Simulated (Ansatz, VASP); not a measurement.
## B3As3H2: VASP beside Ansatz

```
CELL_PARAMETERS angstrom
18.50000 0.00000 0.00000
0.00000 9.30000 0.00000
0.00000 0.00000 3.39248
ATOMIC_POSITIONS crystal
B 0.37550 0.50000 0.00000
B 0.53420 0.50000 0.50000
B 0.69266 0.50000 0.00000
As 0.32635 0.50000 0.50000
As 0.48188 0.50000 0.00000
As 0.64053 0.50000 0.50000
H 0.75719 0.50000 0.00000
H 0.24521 0.50000 0.50000
```

Alike in both runs: functional PBE; k mesh 1 × 1 × 16; occupations gaussian, width 0.05 eV; no spin polarisation.

Ansatz relaxed the structure, and its values are those at the end. VASP's run is a single point on that final structure, the one shown.

|  | VASP | Ansatz |
| --- | --- | --- |
| version | VASP 6.6.1 | Ansatz 0.2.0 |
| potentials or method | VASP PAW PBE potentials, release 64 (B, As, H) | scalar-relativistic, plane waves, PAW |
| plane-wave cutoff (eV) | 520 | 420 |
| valence electrons in the cell | 26 | 56 |

|  | VASP | Ansatz | Ansatz less VASP |
| --- | --- | --- | --- |
| gap on the k mesh at the Fermi level (eV) | 1.22 | 1.22 | +0.006 |
| least direct gap on the mesh (eV) | 1.22 | 1.22 | +0.006 |
| rms of the force components (eV/Å) | 0.025 | 0.002 | -0.0230 |

The two sets of potentials don't hold the same shells in valence. Ansatz warned: «xc_potential_rough_in_thin_density».

As with any semilocal functional, this PBE gap is likely too small.
